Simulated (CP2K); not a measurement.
# Nb (P-1) in CP2K: settings compared, part 2 of 2

CP2K 2026.2. The steps go on from the part before.

## 4. Band structure, PBEsol

Contents of nb_bands.inp:

```
&GLOBAL
  PROJECT nb_bands
  RUN_TYPE ENERGY_FORCE
  PRINT_LEVEL LOW
&END GLOBAL
&FORCE_EVAL
  METHOD QS
  STRESS_TENSOR ANALYTICAL
  &DFT
    BASIS_SET_FILE_NAME BASIS_MOLOPT_UZH
    POTENTIAL_FILE_NAME POTENTIAL_UZH
    &MGRID
      CUTOFF 675
      REL_CUTOFF 60
      NGRIDS 5
    &END MGRID
    &QS
      METHOD GPW
      EPS_DEFAULT 1.0E-10
    &END QS
    &KPOINTS
      SCHEME MONKHORST-PACK 12 11 13
      GAMMA_CENTERED T
      SYMMETRY T
      SYMMETRY_BACKEND SPGLIB
    &END KPOINTS
    &SCF
      SCF_GUESS ATOMIC
      EPS_SCF 1.0E-6
      MAX_SCF 100
      ADDED_MOS 11
      CHOLESKY OFF
      EPS_EIGVAL 1.0E-7
      &DIAGONALIZATION ON
        ALGORITHM STANDARD
      &END DIAGONALIZATION
      &MIXING ON
        METHOD BROYDEN_MIXING
        ALPHA 0.4
        BETA 1.5
        NBUFFER 8
      &END MIXING
      &SMEAR ON
        METHOD FERMI_DIRAC
        ELECTRONIC_TEMPERATURE 580.23
      &END SMEAR
    &END SCF
    &XC
      &XC_FUNCTIONAL
        &GGA_X_PBE_SOL
        &END GGA_X_PBE_SOL
        &GGA_C_PBE_SOL
        &END GGA_C_PBE_SOL
      &END XC_FUNCTIONAL
    &END XC
    &PRINT
      &KPOINTS ON
      &END KPOINTS
      &MULLIKEN ON
      &END MULLIKEN
      &MO ON
        ENERGIES T
        OCCUPATION_NUMBERS T
        &EACH
          QS_SCF 0
        &END EACH
        ADD_LAST NUMERIC
      &END MO
      &BAND_STRUCTURE
        FILE_NAME bands.bs
        ADDED_MOS 4
        &KPOINT_SET
          UNITS B_VECTOR
          NPOINTS 6
          SPECIAL_POINT X 0.00000000 0.50000000 0.00000000
          SPECIAL_POINT GAMMA 0.00000000 0.00000000 0.00000000
          SPECIAL_POINT Y 0.00000000 -0.50000000 0.50000000
        &END KPOINT_SET
        &KPOINT_SET
          UNITS B_VECTOR
          NPOINTS 6
          SPECIAL_POINT L 0.00000000 0.00000000 0.50000000
          SPECIAL_POINT GAMMA 0.00000000 0.00000000 0.00000000
          SPECIAL_POINT Z 0.50000000 0.00000000 -0.50000000
        &END KPOINT_SET
        &KPOINT_SET
          UNITS B_VECTOR
          NPOINTS 6
          SPECIAL_POINT N 0.50000000 0.50000000 -0.50000000
          SPECIAL_POINT GAMMA 0.00000000 0.00000000 0.00000000
          SPECIAL_POINT M 0.50000000 -0.50000000 0.00000000
        &END KPOINT_SET
        &KPOINT_SET
          UNITS B_VECTOR
          NPOINTS 6
          SPECIAL_POINT R 0.50000000 0.00000000 0.00000000
          SPECIAL_POINT GAMMA 0.00000000 0.00000000 0.00000000
        &END KPOINT_SET
      &END BAND_STRUCTURE
    &END PRINT
  &END DFT
  &SUBSYS
    &CELL
      A 2.7068216598 0.0000000000 0.0000000000
      B -0.7359983805 3.2752805000 0.0000000000
      C -0.8296139598 -1.9725339830 1.9962226719
      PERIODIC XYZ
    &END CELL
    &COORD
      SCALED
      Nb  0.0000000000 0.0000000000 0.0000000000
    &END COORD
    &KIND Nb
      BASIS_SET TZVP-MOLOPT-PBE-GTH-q13
      POTENTIAL GTH-PBE-q13
    &END KIND
    &PRINT
      &ATOMIC_COORDINATES ON
      &END ATOMIC_COORDINATES
      &CELL ON
      &END CELL
    &END PRINT
  &END SUBSYS
  &PRINT
    &FORCES ON
    &END FORCES
    &STRESS_TENSOR ON
    &END STRESS_TENSOR
  &END PRINT
&END FORCE_EVAL
```

Command:

```console
> OMP_NUM_THREADS=1 cp2k.psmp -i nb_bands.inp -o nb_bands.out
```

Wall time 3.6 min (1 thread of Arm Neoverse V1, shared host); peak memory 0.37 GiB.

It converged, with:

```yaml
Free_energy: -1538.5398 eV
Pressure: 7.1 GPa
Band_gap_on_the_k_mesh: none (metal or under the smearing width)
```

Stress tensor (GPa, compression positive):
```
15.49 -0.47 -5.35
-0.47 -7.06 12.41
-5.35 12.41 12.97
```

Levels at the corners of the path, in eV from the Fermi level:
```
point  band 2  band 3  band 4  band 5  band 6  band 7  band 8  band 9  band 10  band 11
    X  -31.66  -30.00  -29.74   -4.10   -1.90    1.90    2.29    3.45     6.51    12.83
    Γ  -30.16  -29.50  -29.32   -6.19   -2.34   -0.28    1.62    3.26     4.90    13.22
    Y  -31.15  -29.57  -29.29   -3.98   -0.64    0.08    1.74    4.31     4.77     8.96
    L  -31.54  -30.61  -29.80   -4.48   -3.50    3.32    4.95    5.69     7.08     9.66
    Γ  -30.16  -29.50  -29.32   -6.19   -2.34   -0.28    1.62    3.26     4.90    13.22
    Z  -31.49  -30.51  -29.62   -4.28   -2.76    2.21    3.56    5.38     6.55    11.21
    N  -31.56  -30.58  -30.21   -4.45   -3.92    2.91    6.28    6.31     7.29     9.79
    Γ  -30.16  -29.50  -29.32   -6.19   -2.34   -0.28    1.62    3.26     4.90    13.22
    M  -31.50  -30.09  -29.71   -4.22   -3.23    2.51    3.68    4.88     6.63    12.82
    R  -31.72  -30.20  -29.86   -4.32   -1.09    1.13    2.60    2.94     7.28    13.41
    Γ  -30.16  -29.50  -29.32   -6.19   -2.34   -0.28    1.62    3.26     4.90    13.22
```

Caveat: the potentials were made for another functional, which shifts forces and pressure; the basis of atomic orbitals isn't converged, which shifts pressures, moduli and gaps.

## 5. Band structure, AM05

nb_bands.inp: that of step 4 with these lines changed.

```diff
@@ -49,6 +49,6 @@
       &XC_FUNCTIONAL
-        &GGA_X_PBE_SOL
-        &END GGA_X_PBE_SOL
-        &GGA_C_PBE_SOL
-        &END GGA_C_PBE_SOL
+        &GGA_X_AM05
+        &END GGA_X_AM05
+        &GGA_C_AM05
+        &END GGA_C_AM05
       &END XC_FUNCTIONAL
```

Potentials or basis: POTENTIAL_UZH Nb GTH-PBE-q13; TZVP-MOLOPT-PBE-GTH basis.

Command:

```console
> OMP_NUM_THREADS=1 cp2k.psmp -i nb_bands.inp -o nb_bands.out
```

nb_bands.out:

```text

 CP2K| version string:                                       CP2K version 2026.2
 CP2K| Input file name                                              nb_bands.inp

 GLOBAL| Force Environment number                                              1
 GLOBAL| Basis set file name                                    BASIS_MOLOPT_UZH
 GLOBAL| Potential file name                                       POTENTIAL_UZH
 GLOBAL| MM Potential file name                                     MM_POTENTIAL
 GLOBAL| Coordinate file name                                      __STD_INPUT__
 GLOBAL| Method name                                                        CP2K
 GLOBAL| Project name                                                   nb_bands
 GLOBAL| Run type                                                   ENERGY_FORCE
 GLOBAL| FFT library                                                       FFTW3
[... 8 lines left out ...]
 GLOBAL| CPU model name                                                  UNKNOWN

 CELL| Volume [angstrom^3]:                                            17.697712
 CELL| Vector a [angstrom]:       2.707     0.000     0.000   |a| =     2.706822
 CELL| Vector b [angstrom]:      -0.736     3.275     0.000   |b| =     3.356956
 CELL| Vector c [angstrom]:      -0.830    -1.973     1.996   |c| =     2.926441
 CELL| Angle (b,c), alpha [degree]:                                   126.547233
 CELL| Angle (a,c), beta  [degree]:                                   106.468555
 CELL| Angle (a,b), gamma [degree]:                                   102.664736
 CELL| Numerically orthorhombic:                                              NO
 CELL| Periodicity                                                           XYZ

 CELL_REF| Volume [angstrom^3]:                                        17.697712
 CELL_REF| Vector a [angstrom     2.707     0.000     0.000   |a| =     2.706822
 CELL_REF| Vector b [angstrom    -0.736     3.275     0.000   |b| =     3.356956
 CELL_REF| Vector c [angstrom    -0.830    -1.973     1.996   |c| =     2.926441
 CELL_REF| Angle (b,c), alpha [degree]:                               126.547233
 CELL_REF| Angle (a,c), beta  [degree]:                               106.468555
 CELL_REF| Angle (a,b), gamma [degree]:                               102.664736
 CELL_REF| Numerically orthorhombic:                                          NO
 CELL_REF| Periodicity                                                       XYZ
[... 9 lines left out ...]
 TOTAL NUMBERS AND MAXIMUM NUMBERS

  Total number of            - Atomic kinds:                                   1
                             - Atoms:                                          1
                             - Shell sets:                                     1
[... 144 lines left out ...]
 MO|      4              -0.561382             -15.275993               2.000000
 MO|      5               0.407044              11.076231               2.000000
 MO|      6               0.424820              11.559943               2.000000
[... 322 lines left out ...]
 MO|     17               1.741805              47.396915               0.000000
 MO|     18               1.779259              48.416111               0.000000
 MO| Sum:                                                              12.000000
 MO| E(Fermi):            0.547289 a.u.         14.892504 eV

 [... the levels of further k-points ...]

 !-----------------------------------------------------------------------------!
                     Mulliken Population Analysis

 #  Atom  Element  Kind  Atomic population                           Net charge
       1     Nb       1         13.000000                             -0.000000
 # Total charge                             13.000000                 -0.000000

 !-----------------------------------------------------------------------------!

 KPOINTS| Band Structure Calculation
 KPOINTS| Number of k-point sets                                               4
 KPOINTS| Number of added MOs/bands                                            4
 KPOINTS| Number of k-points in set    1                                      13
 KPOINTS| In units of b-vector [2pi/Bohr]
 KPOINTS| Special point     1           X     0.000000     0.500000     0.000000
 KPOINTS| Special point     2       GAMMA     0.000000     0.000000     0.000000
 KPOINTS| Special point     3           Y     0.000000    -0.500000     0.500000
 KPOINTS| Number of k-points in set    2                                      13
 KPOINTS| In units of b-vector [2pi/Bohr]
 KPOINTS| Special point     1           L     0.000000     0.000000     0.500000
 KPOINTS| Special point     2       GAMMA     0.000000     0.000000     0.000000
 KPOINTS| Special point     3           Z     0.500000     0.000000    -0.500000
 KPOINTS| Number of k-points in set    3                                      13
 KPOINTS| In units of b-vector [2pi/Bohr]
 KPOINTS| Special point     1           N     0.500000     0.500000    -0.500000
 KPOINTS| Special point     2       GAMMA     0.000000     0.000000     0.000000
 KPOINTS| Special point     3           M     0.500000    -0.500000     0.000000
 KPOINTS| Number of k-points in set    4                                       7
 KPOINTS| In units of b-vector [2pi/Bohr]
 KPOINTS| Special point     1           R     0.500000     0.000000     0.000000
 KPOINTS| Special point     2       GAMMA     0.000000     0.000000     0.000000

 ENERGY| Total FORCE_EVAL ( QS ) energy [hartree]            -56.506742578015647

 FORCES| Atomic forces [hartree/bohr]
 FORCES|   Atom     x               y               z               |f|
 FORCES|      1  2.51620580E-13  6.41731086E-13 -2.40106086E-13   7.29919609E-13
 FORCES| Sum     2.51620580E-13  6.41731086E-13 -2.40106086E-13
 FORCES| Total atomic force                                       7.29919609E-13

 STRESS| Analytical stress tensor [bar]
 STRESS|                        x                   y                   z
 STRESS|      x        1.51841714015E+05  -3.46993569032E+03  -5.42198575433E+04
 STRESS|      y       -3.46993569032E+03  -7.92188433991E+04   1.24471356839E+05
 STRESS|      z       -5.42198575433E+04   1.24471356839E+05   1.25452531636E+05
 STRESS| 1/3 Trace                                             6.60251340842E+04
 STRESS| Determinant                                          -3.58332326435E+15

 STRESS| Eigenvectors and eigenvalues of the analytical stress tensor [bar]
 STRESS|                        1                   2                   3
 STRESS| Eigenvalues  -1.39436619111E+05   1.16030210142E+05   2.21481811222E+05
 STRESS|      x          -0.070472795169      0.802122577808      0.592986471441
 STRESS|      y           0.897178721413      0.310806644204     -0.313798616572
 STRESS|      z          -0.436009090484      0.509900578633     -0.741550721748
```

Wall time 3.6 min (1 thread of Arm Neoverse V1, shared host); peak memory 0.38 GiB.

Results:

- Free energy: -1537.6267 eV
- Pressure: 6.6 GPa
- Band gap on the k mesh: none (metal or under the smearing width)

Stress tensor (GPa, compression positive):
```
15.18 -0.35 -5.42
-0.35 -7.92 12.45
-5.42 12.45 12.55
```

Levels at the corners of the path, in eV from the Fermi level:
| point | band 2 | band 3 | band 4 | band 5 | band 6 | band 7 | band 8 | band 9 | band 10 | band 11 |
| --- | --- | --- | --- | --- | --- | --- | --- | --- | --- | --- |
| X | -31.64 | -29.97 | -29.72 | -4.11 | -1.89 | 1.92 | 2.25 | 3.47 | 6.54 | 12.84 |
| Γ | -30.14 | -29.48 | -29.29 | -6.22 | -2.33 | -0.27 | 1.64 | 3.27 | 4.92 | 13.21 |
| Y | -31.13 | -29.54 | -29.27 | -3.99 | -0.63 | 0.04 | 1.76 | 4.33 | 4.79 | 8.99 |
| L | -31.52 | -30.59 | -29.77 | -4.50 | -3.50 | 3.34 | 4.93 | 5.71 | 7.10 | 9.64 |
| Γ | -30.14 | -29.48 | -29.29 | -6.22 | -2.33 | -0.27 | 1.64 | 3.27 | 4.92 | 13.21 |
| Z | -31.47 | -30.49 | -29.60 | -4.29 | -2.75 | 2.22 | 3.52 | 5.40 | 6.57 | 11.20 |
| N | -31.54 | -30.56 | -30.18 | -4.47 | -3.92 | 2.93 | 6.26 | 6.33 | 7.31 | 9.78 |
| Γ | -30.14 | -29.48 | -29.29 | -6.22 | -2.33 | -0.27 | 1.64 | 3.27 | 4.92 | 13.21 |
| M | -31.48 | -30.07 | -29.69 | -4.23 | -3.23 | 2.48 | 3.70 | 4.90 | 6.66 | 12.84 |
| R | -31.70 | -30.17 | -29.84 | -4.33 | -1.08 | 1.14 | 2.62 | 2.90 | 7.30 | 13.42 |
| Γ | -30.14 | -29.48 | -29.29 | -6.22 | -2.33 | -0.27 | 1.64 | 3.27 | 4.92 | 13.21 |

Caveat: the potentials were made for another functional, which shifts forces and pressure; the basis of atomic orbitals isn't converged, which shifts pressures, moduli and gaps.

## 6. Band structure, optB88-vdW

nb_bands.inp: that of step 5 with these lines changed.

```diff
@@ -49,7 +49,15 @@
       &XC_FUNCTIONAL
-        &GGA_X_AM05
-        &END GGA_X_AM05
-        &GGA_C_AM05
-        &END GGA_C_AM05
+        &GGA_X_OPTB88_VDW
+        &END GGA_X_OPTB88_VDW
+        &LDA_C_PW
+        &END LDA_C_PW
       &END XC_FUNCTIONAL
+      &VDW_POTENTIAL
+        POTENTIAL_TYPE NON_LOCAL
+        &NON_LOCAL
+          TYPE DRSLL
+          KERNEL_FILE_NAME vdW_kernel_table.dat
+          CUTOFF 300
+        &END NON_LOCAL
+      &END VDW_POTENTIAL
     &END XC
```

Potentials or basis: POTENTIAL_UZH Nb GTH-PBE-q13; TZVP-MOLOPT-PBE-GTH basis.

Command:

```console
> OMP_NUM_THREADS=1 cp2k.psmp -i nb_bands.inp -o nb_bands.out
```

Run time: 3.6 min. Hardware: 1 thread of Arm Neoverse V1, shared host; peak memory 0.4 GiB.

It converged, with:

| Item | Value |
| --- | --- |
| Free energy | -1543.3623 eV |
| Pressure | 12.5 GPa |
| Band gap on the k mesh | none (metal or under the smearing width) |

Stress tensor (GPa, compression positive):
```
20.76 -0.79 -5.14
-0.79 -1.40 13.01
-5.14 13.01 18.13
```

Levels at the corners of the path, in eV from the Fermi level:
| point | band 4 | band 5 | band 6 | band 7 | band 8 | band 9 |
| --- | --- | --- | --- | --- | --- | --- |
| X | -29.95 | -4.04 | -1.92 | 1.84 | 2.43 | 3.35 |
| Γ | -29.53 | -6.03 | -2.36 | -0.33 | 1.57 | 3.16 |
| Y | -29.51 | -3.90 | -0.68 | 0.22 | 1.69 | 4.19 |
| L | -30.01 | -4.41 | -3.47 | 3.22 | 5.08 | 5.52 |
| Γ | -29.53 | -6.03 | -2.36 | -0.33 | 1.57 | 3.16 |
| Z | -29.83 | -4.22 | -2.75 | 2.15 | 3.69 | 5.21 |
| N | -30.41 | -4.39 | -3.88 | 2.82 | 6.12 | 6.41 |
| Γ | -29.53 | -6.03 | -2.36 | -0.33 | 1.57 | 3.16 |
| M | -29.92 | -4.16 | -3.23 | 2.65 | 3.56 | 4.75 |
| R | -30.07 | -4.25 | -1.12 | 1.08 | 2.52 | 3.08 |
| Γ | -29.53 | -6.03 | -2.36 | -0.33 | 1.57 | 3.16 |

Caveat: the potentials were made for another functional, which shifts forces and pressure; the basis of atomic orbitals isn't converged, which shifts pressures, moduli and gaps.

## 7. The runs side by side

```tsv
level	cutoff of the non-local correlation (Ry)	gap on the mesh (eV)	pressure (GPa)
PBE	-	none	12.8
LDA	-	none	3.9
PBEsol	-	none	7.1
AM05	-	none	6.6
optB88-vdW	300	none	12.5
```

Alike in all rows: task band structure; potentials or basis POTENTIAL_UZH Nb GTH-PBE-q13; TZVP-MOLOPT-PBE-GTH basis; no spin polarisation; cell as given; k mesh 12 × 11 × 13; smearing fermi-dirac 0.05 eV.

Caveats: the basis of atomic orbitals isn't converged, which shifts pressures, moduli and gaps; the potentials were made for another functional, which shifts forces and pressure (some runs).

Total energies depend on the potentials used, so only differences within one code and one set of settings carry meaning.
